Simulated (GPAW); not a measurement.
# Ti (P6_3/mmc) in GPAW: further runs, part 3 of 3

GPAW 26.7.0. The steps go on from the part before.

## (4) Relaxation of cell and atoms, PBEsol, target pressure 5 GPa, at which the enthalpy is minimised

Contents of run.py:

```python
from ase import Atoms
from ase.filters import FrechetCellFilter
from ase.io import write
from ase.optimize import BFGS
from ase.units import GPa
from gpaw import GPAW, PW, setup_paths

setup_paths.insert(0, '.')

atoms = Atoms(['Ti', 'Ti'],
              cell=[[2.95, 0.0, 0.0],
                    [-1.475, 2.5547749412, 0.0],
                    [0.0, 0.0, 4.68]],
              scaled_positions=[[0.6666666667, 0.3333333333, 0.75],
                                [0.3333333333, 0.6666666667, 0.25]],
              pbc=True)

calc = GPAW(mode=PW(600),
            xc='PBEsol',
            kpts={'size': (8, 8, 4), 'gamma': True},
            occupations={'name': 'fermi-dirac', 'width': 0.05},
            nbands=24,
            convergence={'density': 1e-05, 'forces': 0.0001},
            maxiter=150,
            txt='gpaw.txt')
atoms.calc = calc
opt = BFGS(FrechetCellFilter(atoms, scalar_pressure=5 * GPa), trajectory='relax.traj', logfile='-')
done = opt.run(fmax=0.02, steps=60)
calc.write('gs.gpw')
write('result.traj', atoms)
print('Converged:', done)
print('Cell:', atoms.cell.cellpar().round(4))
print('Volume:', round(atoms.get_volume(), 4))
print(atoms.get_scaled_positions().round(5))
```

Potentials or basis: PAW data sets generated in the run's folder for this functional, pw.

The run is started by

```bash
> gpaw-setup -f PBEsol Ti
> OMP_NUM_THREADS=1 python run.py
```

gpaw.txt:

```text
__  _  _
 | _ |_)|_||  |
 |__||  | ||/\| - 26.7.0

Input parameters:
  mode=PW(ecut=600.0),
  convergence={'density': 1e-05, 'forces': 0.0001},
  kpts=MonkhorstPack(size=(8, 8, 4), gamma=True),
  maxiter=150,
  nbands=24,
  occupations=Occupations(name='fermi-dirac', width=0.05),
  xc=XC(name='PBEsol')

Diagonalizing LCAO Hamiltonian
Converting LCAO to pw mode

          Ti

        Ti

Atoms  # Å, Bohr magnetons
|   | symbol |         x |        y |        z |    initial magnetic moments |
|---|--------|-----------|----------|----------|-----------------------------|
| 0 |     Ti |  1.475000 | 0.851592 | 3.510000 | ( 0.0000,  0.0000,  0.0000) |
| 1 |     Ti | -0.000000 | 1.703183 | 1.170000 | ( 0.0000,  0.0000,  0.0000) |

Unit cell  # Å
| periodic |         x |        y |        z |  lengths |     angles |
|----------|-----------|----------|----------|----------|------------|
|      yes |  2.950000 | 0.000000 | 0.000000 | 2.950000 |  90.000000 |
|      yes | -1.475000 | 2.554775 | 0.000000 | 2.950000 |  90.000000 |
|      yes |  0.000000 | 0.000000 | 4.680000 | 4.680000 | 120.000000 |

Number of symmetries: 12
Symmetry operations  # r_c * U_cc + t_c -> r_c
|    | kind |            matrix            |
|----|------|------------------------------|
|  0 |  σ   |  1, 1, 0,  0,-1, 0,  0, 0, 1 |
|  1 |  S6  |  1, 1, 0, -1, 0, 0,  0, 0,-1 |
|  2 |  E   |  1, 0, 0,  0, 1, 0,  0, 0, 1 |
|  3 |  C2  |  1, 0, 0, -1,-1, 0,  0, 0,-1 |
|  4 |  C2  |  0, 1, 0,  1, 0, 0,  0, 0,-1 |
|  5 |  C3  |  0, 1, 0, -1,-1, 0,  0, 0, 1 |
|  6 |  S6  |  0,-1, 0,  1, 1, 0,  0, 0,-1 |
|  7 |  σ   |  0,-1, 0, -1, 0, 0,  0, 0, 1 |
|  8 |  σ   | -1, 0, 0,  1, 1, 0,  0, 0, 1 |
[... 173 lines left out ...]
Stress tensor  # eV/Ang^3
|        x |        y |        z |
|----------|----------|----------|
| 0.038153 | 0.000000 | 0.000000 |
| 0.000000 | 0.038153 | 0.000000 |
| 0.000000 | 0.000000 | 0.043684 |

Forces  # eV/Ang
|       x |       y |        z |
|---------|---------|----------|
| 0.00000 | 0.00000 |  0.00001 |  # Ti   0
| 0.00000 | 0.00000 | -0.00001 |  # Ti   1

Interpolating wave functions to new cell

          Ti
[... 197 lines left out ...]
No gap
No difference between direct/indirect transitions

Stress tensor  # eV/Ang^3
|        x |         y |        z |
|----------|-----------|----------|
| 0.020652 | -0.000000 | 0.000000 |
| 0.000000 |  0.020652 | 0.000000 |
| 0.000000 |  0.000000 | 0.026446 |

Forces  # eV/Ang
|        x |        y |        z |
|----------|----------|----------|
|  0.00000 | -0.00000 | -0.00002 |  # Ti   0
| -0.00000 | -0.00000 |  0.00002 |  # Ti   1
[... 7 lines left out ...]
Atoms  # Å, Bohr magnetons
|   | symbol |         x |        y |        z |    initial magnetic moments |
|---|--------|-----------|----------|----------|-----------------------------|
| 0 |     Ti |  1.427380 | 0.824098 | 3.385197 | ( 0.0000,  0.0000,  0.0000) |
| 1 |     Ti | -0.000000 | 1.648197 | 1.128400 | ( 0.0000,  0.0000,  0.0000) |

Unit cell  # Å
| periodic |         x |        y |         z |  lengths |     angles |
|----------|-----------|----------|-----------|----------|------------|
|      yes |  2.854760 | 0.000000 |  0.000000 | 2.854760 |  90.000000 |
|      yes | -1.427380 | 2.472295 | -0.000000 | 2.854760 |  90.000000 |
|      yes | -0.000000 | 0.000000 |  4.513597 | 4.513597 | 120.000000 |

Number of symmetries: 12
Symmetry operations  # r_c * U_cc + t_c -> r_c
|    | kind |            matrix            |
|----|------|------------------------------|
|  0 |  σ   |  1, 1, 0,  0,-1, 0,  0, 0, 1 |
|  1 |  S6  |  1, 1, 0, -1, 0, 0,  0, 0,-1 |
|  2 |  E   |  1, 0, 0,  0, 1, 0,  0, 0, 1 |
|  3 |  C2  |  1, 0, 0, -1,-1, 0,  0, 0,-1 |
|  4 |  C2  |  0, 1, 0,  1, 0, 0,  0, 0,-1 |
|  5 |  C3  |  0, 1, 0, -1,-1, 0,  0, 0, 1 |
|  6 |  S6  |  0,-1, 0,  1, 1, 0,  0, 0,-1 |
|  7 |  σ   |  0,-1, 0, -1, 0, 0,  0, 0, 1 |
|  8 |  σ   | -1, 0, 0,  1, 1, 0,  0, 0, 1 |
[... 173 lines left out ...]
Stress tensor  # eV/Ang^3
|         x |         y |         z |
|-----------|-----------|-----------|
| -0.037582 |  0.000000 |  0.000000 |
|  0.000000 | -0.037582 |  0.000000 |
|  0.000000 |  0.000000 | -0.034171 |

Forces  # eV/Ang
|        x |       y |        z |
|----------|---------|----------|
| -0.00000 | 0.00000 |  0.00002 |  # Ti   0
|  0.00000 | 0.00000 | -0.00002 |  # Ti   1

Interpolating wave functions to new cell

          Ti
[... 413 lines left out ...]
Stress tensor  # eV/Ang^3
|         x |         y |         z |
|-----------|-----------|-----------|
| -0.032140 |  0.000000 |  0.000000 |
|  0.000000 | -0.032140 | -0.000000 |
|  0.000000 | -0.000000 | -0.029144 |

Forces  # eV/Ang
|        x |       y |        z |
|----------|---------|----------|
| -0.00000 | 0.00000 | -0.00001 |  # Ti   0
|  0.00000 | 0.00000 |  0.00001 |  # Ti   1

Interpolating wave functions to new cell

          Ti
[... 199 lines left out ...]
Stress tensor  # eV/Ang^3
|         x |         y |         z |
|-----------|-----------|-----------|
| -0.031375 |  0.000000 |  0.000000 |
|  0.000000 | -0.031375 | -0.000000 |
| -0.000000 | -0.000000 | -0.031312 |

Forces  # eV/Ang
|       x |        y |        z |
|---------|----------|----------|
| 0.00000 | -0.00000 |  0.00001 |  # Ti   0
| 0.00000 |  0.00000 | -0.00001 |  # Ti   1

# Writing to gs.gpw (mode='')
```

stdout:

```text
Step          Energy          fmax
BFGS:    0      -13.238518        1.320758
BFGS:    1      -13.292023        0.989753
BFGS:    2      -13.342057        0.101534
BFGS:    3      -13.343835        0.039370
BFGS:    4      -13.343863        0.033069
BFGS:    5      -13.343891        0.002686
Converged: True
Cell: [  2.8637   2.8637   4.5114  90.      90.     120.    ]
Volume: 32.0413
[[0.66667 0.33333 0.75   ]
 [0.33333 0.66667 0.25   ]]
```

Wall time 4 min (1 thread of Intel Xeon at 2.50GHz (Skylake/Cascade Lake), shared host); peak memory 0.24 GiB.

What came out:

| Property | Result |
| --- | --- |
| Free energy | -14.3438 eV |
| Relaxed volume | 16.02 Å³/atom |
| Relaxed cell | a = 2.864 Å, b = 2.864 Å, c = 4.511 Å, α = 90.00°, β = 90.00°, γ = 120.00° |
| Space group after relaxing (to 0.05 Å) | P6_3/mmc (No. 194) |
| Energy change on relaxing (the enthalpy is what falls) | -2.8 meV/atom |
| Ionic steps | 6 |
| Pressure after relaxing | 5.0 GPa |
| Band gap on the k mesh | none (metal or under the smearing width) |

The path:
| step | energy change (eV) | largest force (eV/Å) | pressure (GPa) | volume (Å³) |
| --- | --- | --- | --- | --- |
| 1 | 0.0000 | 0.0000 | -6.41 | 35.27 |
| 2 | -0.0246 | 0.0000 | -3.62 | 34.33 |
| 3 | 0.0019 | 0.0000 | 5.84 | 31.86 |
| 4 | -0.0059 | 0.0000 | 4.97 | 32.05 |
| 5 | -0.0058 | 0.0000 | 4.99 | 32.05 |
| 6 | -0.0057 | 0.0000 | 5.02 | 32.04 |

Final structure:
```
Ti
1.0
     2.86375    0.00000    0.00000
    -1.43187    2.48008    0.00000
     0.00000    0.00000    4.51138
Ti
2
Direct
  0.66667 0.33333 0.75000
  0.33333 0.66667 0.25000
```

Caveat: later steps reuse the first step's grids.

## (5) Relaxation of cell and atoms, PBEsol, target pressure 10 GPa, at which the enthalpy is minimised

Edit run.py of step 4 so:

```diff
@@ -26,3 +26,3 @@
 atoms.calc = calc
-opt = BFGS(FrechetCellFilter(atoms, scalar_pressure=5 * GPa), trajectory='relax.traj', logfile='-')
+opt = BFGS(FrechetCellFilter(atoms, scalar_pressure=10 * GPa), trajectory='relax.traj', logfile='-')
 done = opt.run(fmax=0.02, steps=60)
```

The run is started by

```bash
> gpaw-setup -f PBEsol Ti
> OMP_NUM_THREADS=1 python run.py
```

Wall time 3.5 min (1 thread of Intel Xeon at 2.50GHz (Skylake/Cascade Lake), shared host); peak memory 0.23 GiB.

It converged, with:

```
Free energy                                            : -14.2875 eV
Relaxed volume                                         : 15.49 Å³/atom
Relaxed cell                                           : a = 2.829 Å, b = 2.829 Å, c = 4.469 Å, α = 90.00°, β = 90.00°, γ = 120.00°
Space group after relaxing (to 0.05 Å)                 : P6_3/mmc (No. 194)
Energy change on relaxing (the enthalpy is what falls) : +25.3 meV/atom
Ionic steps                                            : 6
Pressure after relaxing                                : 10.1 GPa
Band gap on the k mesh                                 : none (metal or under the smearing width)
```

Stress tensor (GPa, compression positive):
```
10.15  0.00  0.00
 0.00 10.15  0.00
 0.00  0.00  9.92
```

Step by step:
```tsv
step	energy change (eV)	largest force (eV/Å)	pressure (GPa)	volume (Å³)
1	0.0000	0.0000	-6.41	35.27
2	-0.0300	0.0000	-2.30	33.93
3	0.0712	0.0000	11.54	30.70
4	0.0484	0.0000	9.91	31.01
5	0.0496	0.0000	10.00	30.99
6	0.0506	0.0000	10.08	30.98
```

Final structure:
```
CELL_PARAMETERS angstrom
2.82924 0.00000 0.00000
-1.41462 2.45019 0.00000
0.00000 0.00000 4.46861
ATOMIC_POSITIONS crystal
Ti 0.66667 0.33333 0.75000
Ti 0.33333 0.66667 0.25000
```

Levels at points of the mesh, in eV from the Fermi level:
```csv
k point,band 10,band 11,band 12,band 13,band 14,band 15
"(0.00, 0.00, 0.00)",-3.01,0.79,0.79,0.97,1.12,1.39
"(0.00, 0.00, 0.50)",-4.43,0.07,0.07,0.68,0.68,0.68
"(0.50, 0.50, 0.00)",-2.52,-2.20,-0.52,0.44,0.72,1.34
"(0.50, 0.50, 0.50)",-2.90,-0.99,-0.99,1.64,1.64,1.92
```

Caveat: later steps reuse the first step's grids.

## (6) The runs side by side

| cell | target pressure | gap on the mesh (eV) | pressure (GPa) |
| --- | --- | --- | --- |
| relaxed | - | none | 0.0 |
| relaxed to 2 GPa | 2 GPa | none | 2.0 |
| relaxed to 5 GPa | 5 GPa | none | 5.0 |
| relaxed to 10 GPa | 10 GPa | none | 10.1 |

Alike in all rows: task relaxation of cell and atoms; level PBEsol; potentials or basis PAW data sets generated in the run's folder for this functional, pw; no spin polarisation; k mesh 8 × 8 × 4; cutoff (eV) 600; smearing fermi-dirac 0.05 eV.

Caveats: later steps reuse the first step's grids.

Total energies depend on the potentials used, so only differences within one code and one set of settings carry meaning.
